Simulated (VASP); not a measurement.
# Rh (Fm-3m) in VASP: notebook

One crystal, Rh, is run at these levels: PBE, r2SCAN; tasks: single point.

All numbers are computed with VASP 6.6.1; they aren't measurements. Logs are shortened: lines on timing, memory, paths and dates and some standing lists are left out, and cuts for length are marked.

### 1 The crystal as given

Symmetry: Fm-3m, No. 225, cubic system. The conventional cell has a = 3.796 Å, b = 3.796 Å, c = 3.796 Å, α = 90.00°, β = 90.00°, γ = 90.00°. Rh (site symmetry m-3m) is surrounded by 12 Rh at 2.68 Å.

### 2 Single point, PBE

INCAR

```
SYSTEM = Rh
PREC     = Accurate       ! precision mode
ENCUT    = 520            ! plane-wave cutoff, eV
EDIFF    = 1E-6           ! SCF threshold, eV
ISMEAR   = 0              ! smearing method
SIGMA    = 0.02           ! smearing width, eV
LREAL    = .False.        ! projectors in reciprocal space
LASPH    = .True.         ! aspherical terms in the spheres
NELM     = 100            ! most SCF steps
ALGO     = Normal         ! electronic algorithm
ISIF     = 2              ! what is computed and relaxed
LWAVE    = .False.        ! write WAVECAR
LCHARG   = .False.        ! write CHGCAR
GGA      = PE             ! functional
NBANDS   = 14             ! bands
```

KPOINTS

```
Automatic mesh
0
Gamma
  12 12 12
  0 0 0
```

POSCAR

```
Rh
1.0
    0.0000000000      1.8978500000      1.8978500000
    1.8978500000      0.0000000000      1.8978500000
    1.8978500000      1.8978500000      0.0000000000
Rh
1
Cartesian
    0.0000000000      0.0000000000      0.0000000000
```

Potentials or basis: VASP PAW PBE potentials, release 54 (Rh_pv).

Command:

```sh
$ cat potpaw_PBE.54/Rh_pv/POTCAR > POTCAR
$ mpirun -np 1 vasp_std > vasp.out
```

OUTCAR:

```text
SYSTEM = Rh
   PREC = Accurate
   ENCUT = 520
   EDIFF = 1E-6
   ISMEAR = 0
   LREAL = .False.
   LASPH = .True.
   NELM = 100
   ISIF = 2
   GGA = PE

 ion  position               nearest neighbor table
   1  0.000  0.000  0.000-

  LATTYP: Found a face centered cubic cell.
 ALAT       =     3.7957000000

  Lattice vectors:

 A1 = (   0.0000000000,   1.8978500000,   1.8978500000)
 A2 = (   1.8978500000,   0.0000000000,   1.8978500000)
 A3 = (   1.8978500000,   1.8978500000,   0.0000000000)

Analysis of symmetry for initial positions (statically):
=====================================================================
 Subroutine PRICEL returns:
 Original cell was already a primitive cell.

 Routine SETGRP: Setting up the symmetry group for a
 face centered cubic supercell.

 Subroutine GETGRP returns: Found 48 space group operations
 (whereof 48 operations were pure point group operations)
 out of a pool of 48 trial point group operations.

The static configuration has the point symmetry O_h .

Analysis of symmetry for dynamics (positions and initial velocities):
=====================================================================
 Subroutine PRICEL returns:
 Original cell was already a primitive cell.

 Routine SETGRP: Setting up the symmetry group for a
 face centered cubic supercell.

 Subroutine GETGRP returns: Found 48 space group operations
 (whereof 48 operations were pure point group operations)
 out of a pool of 48 trial point group operations.

The dynamic configuration has the point symmetry O_h .

 Subroutine INISYM returns: Found 48 space group operations
 (whereof 48 operations are pure point group operations),
 and found     1 'primitive' translations

----------------------------------------------------------------------------------------

                                     Primitive cell

  volume of cell :      13.6715

  direct lattice vectors                    reciprocal lattice vectors
     0.000000000  1.897850000  1.897850000    -0.263456016  0.263456016  0.263456016
     1.897850000  0.000000000  1.897850000     0.263456016 -0.263456016  0.263456016
     1.897850000  1.897850000  0.000000000     0.263456016  0.263456016 -0.263456016

  length of vectors
     2.683965209  2.683965209  2.683965209     0.456319205  0.456319205  0.456319205

  position of ions in fractional coordinates (direct lattice)
     0.000000000  0.000000000  0.000000000

  ion indices of the primitive-cell ions
   primitive index   ion index
                 1           1

----------------------------------------------------------------------------------------

 KPOINTS: Automatic mesh

Automatic generation of k-mesh.
 Grid dimensions read from file:
 generate k-points for:   12   12   12

 Generating k-lattice:

  Cartesian coordinates                     Fractional coordinates (reciprocal lattice)
    -0.021954668  0.021954668  0.021954668     0.083333333  0.000000000  0.000000000
     0.021954668 -0.021954668  0.021954668     0.000000000  0.083333333  0.000000000
     0.021954668  0.021954668 -0.021954668     0.000000000  0.000000000  0.083333333

  Length of vectors
     0.038026600  0.038026600  0.038026600

  Shift w.r.t. Gamma in fractional coordinates (k-lattice)
     0.000000000  0.000000000  0.000000000

 Subroutine IBZKPT returns following result:
 ===========================================

 Found     72 irreducible k-points:

 Following reciprocal coordinates:
            Coordinates               Weight
  0.000000  0.000000  0.000000      1.000000
  0.083333  0.000000  0.000000      8.000000
  0.166667  0.000000  0.000000      8.000000
  0.250000  0.000000  0.000000      8.000000
  0.333333  0.000000  0.000000      8.000000
  0.416667  0.000000  0.000000      8.000000
[... 42 lines left out ...]
  0.333333  0.250000  0.083333     24.000000
  0.416667  0.250000  0.083333     48.000000
 [... further k-points ...]
   k-points           NKPTS =     72   k-points in BZ     NKDIM =     72   number of bands    NBANDS=     14
   number of dos      NEDOS =    301   number of ions     NIONS =      1
   total plane-waves  NPLWV =   8000
   dimension x,y,z NGX =    20 NGY =   20 NGZ =   20
   dimension x,y,z NGXF=    40 NGYF=   40 NGZF=   40
   ions per type =               1
   NGX,Y,Z   is equivalent  to a cutoff of  12.39, 12.39, 12.39 a.u.
   NGXF,Y,Z  is equivalent  to a cutoff of  24.78, 24.78, 24.78 a.u.
 SYSTEM =  Rh
   PREC   = accura    normal or accurate (medium, high low for compatibility)
   ISTART =      0    job   : 0-new  1-cont  2-samecut
   ICHARG =      2    charge: 1-file 2-atom 10-const
   ISPIN  =      1    spin polarized calculation?
   LNONCOLLINEAR =      F non collinear calculations
   LSORBIT =      F    spin-orbit coupling
   LASPH  =      T    aspherical Exc in radial PAW
   ENCUT  =  520.0 eV  38.22 Ry    6.18 a.u.   4.99  4.99  4.99*2*pi/ulx,y,z
   NELM   =    100;   NELMIN=  2; NELMDL= -5     # of ELM steps
   EDIFF  = 0.1E-05   stopping-criterion for ELM
   LREAL  =      F    real-space projection
   EDIFFG = 0.1E-04   stopping-criterion for IOM
   NSW    =      0    number of steps for IOM
   IBRION =     -1    ionic relax: 0-MD 1-quasi-New 2-CG
   NFREE  =      0    steps in history (QN), initial steepest desc. (CG)
   ISIF   =      2    stress and relaxation
   ISYM   =      2    0-nonsym 1-usesym 2-fastsym
   POTIM  = 0.5000    time-step for ionic-motion
   TEBEG  =    0.0;   TEEND  =   0.0 temperature during run
   PSTRESS=    0.0 pullay stress
   NELECT =      15.0000    total number of electrons
   NUPDOWN=      -1.0000    fix difference up-down
   EMIN   =  10.00;   EMAX   =-10.00  energy-range for DOS
   EFERMI =   0.00;   METHOD = LEGACY
   ISMEAR =     0;   SIGMA  =   0.02  broadening in eV -4-tet -1-fermi 0-gaus
   EFERMI_NEDOS =   21; number of points for ismear=-14 and -15
   IALGO  =     38    algorithm
   IMIX   =      4    mixing-type and parameters
     AMIX     =   0.40;   BMIX     =  1.00
     AMIX_MAG =   1.60;   BMIX_MAG =  1.00
  volume/ion in A,a.u.               =      13.67        92.26
  Fermi-wavevector in a.u.,A,eV,Ry     =   1.688496  3.190795 38.790465  2.851019
  Thomas-Fermi vector in A             =   2.770792
   LORBIT       =      0    0 simple, 1 ext, 2 COOP (PROOUT), +10 PAW based schemes
   GGA     = PE    functional components
   LHFCALC =     F    Hartree Fock is set to
   AEXX    =    0.0000 exact exchange contribution
   IVDW    =     0    specifies the selected vdW correction
   LEPSILON=     F    determine dielectric tensor
   LRPA    =     F    only Hartree local field effects (RPA)
 non-spin polarized calculation
 Gauss-broadening in eV      SIGMA  =   0.02
  energy-cutoff  :      520.00
  volume of cell :       13.67
 maximum number of plane-waves:       380
   NGX =  9   NGY =  9   NGZ =  9

 number of electron      15.0000007 magnetization

 Free energy of the ion-electron system (eV)
  ---------------------------------------------------
  ext. energy  EPLUGINS =         0.00000000
  ---------------------------------------------------
  free energy    TOTEN  =        -7.25253493 eV

  energy without entropy =       -7.25209339  energy(sigma->0) =       -7.25231416

 E-fermi :  12.0589     XC(G=0): -14.0713

 val. band max:       12.0439778467   @ k =   0.3333   0.1667   0.0000
 cond. band min:      12.0708335735   @ k =   0.5000   0.4167   0.0000
 fundamental gap:      0.0268557269
 Fermi energy:        12.0588687040

 k-point     1 :       0.0000    0.0000    0.0000
  band No.  band energies     occupation
      1     -34.4044      2.00000
      2     -34.4044      2.00000
      3     -34.4044      2.00000
      4       4.0068      2.00000
      5       8.8899      2.00000
      6       8.8899      2.00000
      7       8.8899      2.00000
      8      10.9918      2.00000
      9      10.9918      2.00000
     10      28.0012      0.00000
     11      32.4774      0.00000
     12      33.4934      0.00000
     13      33.4934      0.00000
     14      33.4934      0.00000

 k-point     2 :       0.0833    0.0000    0.0000
  band No.  band energies     occupation
      1     -34.4561      2.00000
      2     -34.4114      2.00000
      3     -34.4114      2.00000
      4       4.2851      2.00000
      5       8.7704      2.00000
      6       8.9963      2.00000
      7       8.9963      2.00000
      8      10.9345      2.00000
      9      10.9345      2.00000
     10      28.3995      0.00000
     11      32.0997      0.00000
     12      32.4806      0.00000
     13      33.9026      0.00000
     14      33.9026      0.00000

 k-point     3 :       0.1667    0.0000    0.0000
  band No.  band energies     occupation
      1     -34.5959      2.00000
      2     -34.4304      2.00000
      3     -34.4304      2.00000
      4       5.0243      2.00000
      5       8.5593      2.00000
      6       9.2119      2.00000
      7       9.2119      2.00000
      8      10.8862      2.00000
      9      10.8862      2.00000
     10      29.2286      0.00000
     11      29.7516      0.00000
     12      32.4777      0.00000
     13      35.0376      0.00000
     14      35.0376      0.00000
[... 596 lines left out ...]
 k-point    39 :      -0.3333    0.3333    0.0000
  band No.  band energies     occupation
      1     -34.9092      2.00000
      2     -34.9048      2.00000
      3     -34.5849      2.00000
      4       6.9019      2.00000
      5       7.8465      2.00000
      6       9.0546      2.00000
      7      10.7405      2.00000
      8      11.9305      2.00000
      9      18.6803      0.00000
     10      21.9676      0.00000
     11      24.0887      0.00000
     12      30.5982      0.00000
     13      32.1921      0.00000
     14      32.4865      0.00000

 k-point    40 :       0.4167    0.4167    0.0000
  band No.  band energies     occupation
      1     -35.0621      2.00000
      2     -34.6599      2.00000
      3     -34.6599      2.00000
      4       5.8307      2.00000
      5       6.1580      2.00000
      6      12.4207      0.00000
      7      12.5624      0.00000
      8      12.5624      0.00000
      9      13.9396      0.00000
     10      25.9682      0.00000
     11      26.1829      0.00000
     12      26.1829      0.00000
     13      32.4697      0.00000
     14      34.9245      0.00000

 [... further k-points ...]

------------------------ aborting loop because EDIFF is reached ----------------------------------------

  FORCE on cell =-STRESS in cart. coord.  units (eV):
  Direction    XX          YY          ZZ          XY          YZ          ZX
  --------------------------------------------------------------------------------------
  -------------------------------------------------------------------------------------
  Total        0.6331222      0.6331222      0.6331222      0.0000000      0.0000000      0.0000000
  in kB       74.1963446     74.1963446     74.1963446      0.0000000      0.0000000      0.0000000
  external PRESSURE =      74.1963446 kB  Pullay stress =       0.0000000 kB

 VOLUME and BASIS-vectors are now :
 -----------------------------------------------------------------------------
  energy-cutoff  :      520.00
  volume of cell :       13.67
      direct lattice vectors                 reciprocal lattice vectors
     0.000000000  1.897850000  1.897850000    -0.263456016  0.263456016  0.263456016
     1.897850000  0.000000000  1.897850000     0.263456016 -0.263456016  0.263456016
     1.897850000  1.897850000  0.000000000     0.263456016  0.263456016 -0.263456016

 POSITION                                       TOTAL-FORCE (eV/Angst)
 -----------------------------------------------------------------------------------
      0.00000      0.00000      0.00000        -0.000000     -0.000000     -0.000000
 -----------------------------------------------------------------------------------
    total drift:                                0.000000      0.000000      0.000000

  FREE ENERGIE OF THE ION-ELECTRON SYSTEM (eV)
  ---------------------------------------------------
  free  energy   TOTEN  =        -7.2525349346 eV

  energy  without entropy=       -7.2520933865  energy(sigma->0) =       -7.25231416
```

Run time: 6 s. Hardware: 1 thread of Intel Xeon Platinum 8488C (Sapphire Rapids), shared host; peak memory 0.12 GiB.

What came out:

* Free energy: -7.2525 eV
* Pressure: 7.4 GPa
* Band gap on the k mesh: none (metal or under the smearing width)

### 3 Single point, PBE

run.py

```python
from ase import Atoms
from ase.calculators.vasp import Vasp
from ase.dft.bandgap import bandgap

atoms = Atoms(
    ['Rh'],
    cell=[[0.0, 1.89785, 1.89785], [1.89785, 0.0, 1.89785], [1.89785, 1.89785, 0.0]],
    scaled_positions=[[0.0, 0.0, 0.0]],
    pbc=True,
)
calc = Vasp(
    directory='calc',
    xc='pbe',
    pp='PBE',
    setups='recommended',
    pp_version='54',
    prec='Accurate',
    encut=520,
    ediff=1e-07,
    ismear=0,
    sigma=0.02,
    lreal=False,
    lasph=True,
    nelm=80,
    algo='Fast',
    isif=2,
    lwave=False,
    lcharg=False,
    kpts=[12, 12, 12],
    gamma=True,
)
atoms.calc = calc

print('energy (eV):', atoms.get_potential_energy())
print('free energy (eV):', atoms.get_potential_energy(force_consistent=True))
print('forces (eV/A):')
print(atoms.get_forces())
print('stress (eV/A^3, Voigt):', atoms.get_stress())
print('Fermi level (eV):', calc.get_fermi_level())
gap, top, bottom = bandgap(calc)
print('band gap (eV):', gap, 'from (spin, k, band)', top, 'to', bottom)
```

Potentials or basis: VASP PAW PBE potentials, release 54 (Rh_pv).

Command:

```sh
$ python run.py
```

What it wrote:

```text
energy (eV): -7.2523142
free energy (eV): -7.25253506
forces (eV/A):
[[0. 0. 0.]]
stress (eV/A^3, Voigt): [-0.04539576 -0.04539576 -0.04539576 -0.          0.         -0.        ]
Fermi level (eV): 12.05930419
band gap (eV): 0.0 from (spin, k, band) (None, None, None) to (None, None, None)
```

OUTCAR:

```text
ENCUT = 520.000000
   EDIFF = 1.00e-07
   GGA = PE
   PREC = Accurate
   ISIF = 2
   ISMEAR = 0
   NELM = 80
[... 804 lines left out ...]
 -----------------------------------------------------------------------------------
      0.00000      0.00000      0.00000         0.000000      0.000000      0.000000
 -----------------------------------------------------------------------------------
    total drift:                                0.000000     -0.000000      0.000000

  FREE ENERGIE OF THE ION-ELECTRON SYSTEM (eV)
  ---------------------------------------------------
  free  energy   TOTEN  =        -7.2525350556 eV

  energy  without entropy=       -7.2520933437  energy(sigma->0) =       -7.25231420
```

INCAR:

```text
ENCUT = 520.000000
SIGMA = 0.020000
EDIFF = 1.00e-07
ALGO = Fast
GGA = PE
PREC = Accurate
ISIF = 2
ISMEAR = 0
NELM = 80
LASPH = .TRUE.
LCHARG = .FALSE.
LWAVE = .FALSE.
LREAL = .FALSE.
```

It took 10 s on 1 thread of Intel Xeon Platinum 8488C (Sapphire Rapids), shared host; peak memory 0.12 GiB.

What came out:

```yaml
Free_energy: -7.2525 eV
Pressure: 7.3 GPa
Band_gap_on_the_k_mesh: none (metal or under the smearing width)
```

Levels at points of the mesh, in eV from the Fermi level:
| k point | band 3 | band 4 | band 5 | band 6 | band 7 | band 8 | band 9 | band 10 | band 11 |
| --- | --- | --- | --- | --- | --- | --- | --- | --- | --- |
| (0.00, 0.00, 0.00) | -46.46 | -8.05 | -3.17 | -3.17 | -3.17 | -1.07 | -1.07 | 15.94 | 21.43 |
| (0.50, 0.00, 0.00) | -46.57 | -6.22 | -3.25 | -3.25 | 0.51 | 0.51 | 0.67 | 8.64 | 15.45 |
| (0.50, 0.50, 0.00) | -46.74 | -6.43 | -6.06 | 0.48 | 0.93 | 0.93 | 3.22 | 12.29 | 13.30 |

### 4 Single point, r2SCAN (volume scaled by 1.25)

run.py

```python
from ase.calculators.vasp import Vasp
from ase.dft.bandgap import bandgap
from ase.io import read

atoms = read('Rh.cif')
calc = Vasp(
    directory='calc',
    xc='r2scan',
    pp='PBE',
    setups='materialsproject',
    prec='Accurate',
    encut=600,
    ediff=1e-07,
    ismear=-5,
    sigma=0.05,
    lreal=False,
    lasph=True,
    nelm=80,
    algo='Normal',
    isif=2,
    lwave=False,
    lcharg=True,
    lmixtau=True,
    lelf=True,
    lvhar=True,
    kpts=[10, 10, 10],
    gamma=True,
    nbands=12,
)
atoms.calc = calc

print('energy (eV):', atoms.get_potential_energy())
print('free energy (eV):', atoms.get_potential_energy(force_consistent=True))
print('forces (eV/A):')
print(atoms.get_forces())
print('stress (eV/A^3, Voigt):', atoms.get_stress())
print('Fermi level (eV):', calc.get_fermi_level())
gap, top, bottom = bandgap(calc)
print('band gap (eV):', gap, 'from (spin, k, band)', top, 'to', bottom)
```

Rh.cif

```cif
data_Rh
_cell_length_a 2.89121388
_cell_length_b 2.89121388
_cell_length_c 2.89121388
_cell_angle_alpha 60.00000000
_cell_angle_beta 60.00000000
_cell_angle_gamma 60.00000000
_space_group_name_H-M_alt 'P1'
_space_group_name_Hall 'P 1'
_space_group_IT_number 1
loop_
_space_group_symop_operation_xyz
'x,y,z'
loop_
_atom_site_label
_atom_site_type_symbol
_atom_site_symmetry_multiplicity
_atom_site_Wyckoff_symbol
_atom_site_fract_x
_atom_site_fract_y
_atom_site_fract_z
_atom_site_occupancy
Rh1 Rh 1 a 0.0000000000 0.0000000000 0.0000000000 1
```

Potentials or basis: VASP PAW PBE potentials, release 64 (Rh_pv).

Command:

```sh
$ python run.py
```

Run time: 40 s. Hardware: 1 thread of Intel Xeon Platinum 8488C (Sapphire Rapids), shared host; peak memory 0.14 GiB.

Results (log left out):

```yaml
Free_energy: -23.6998 eV
Pressure: -34.7 GPa
Band_gap_on_the_k_mesh: none (metal or under the smearing width)
```

Levels at points of the mesh, in eV from the Fermi level:
| k point | band 4 | band 5 | band 6 | band 7 | band 8 | band 9 | band 10 | band 11 |
| --- | --- | --- | --- | --- | --- | --- | --- | --- |
| (0.00, 0.00, 0.00) | -6.58 | -2.24 | -2.24 | -2.24 | -0.78 | -0.78 | 16.64 | 17.79 |
| (0.50, 0.00, 0.00) | -4.65 | -2.31 | -2.31 | 0.40 | 0.40 | 1.23 | 7.06 | 16.17 |
| (0.50, 0.50, 0.00) | -4.67 | -4.40 | 0.33 | 0.72 | 0.72 | 3.30 | 10.33 | 12.70 |

Caveat: the PAW data sets were made with another functional, which shifts forces and pressure a little.
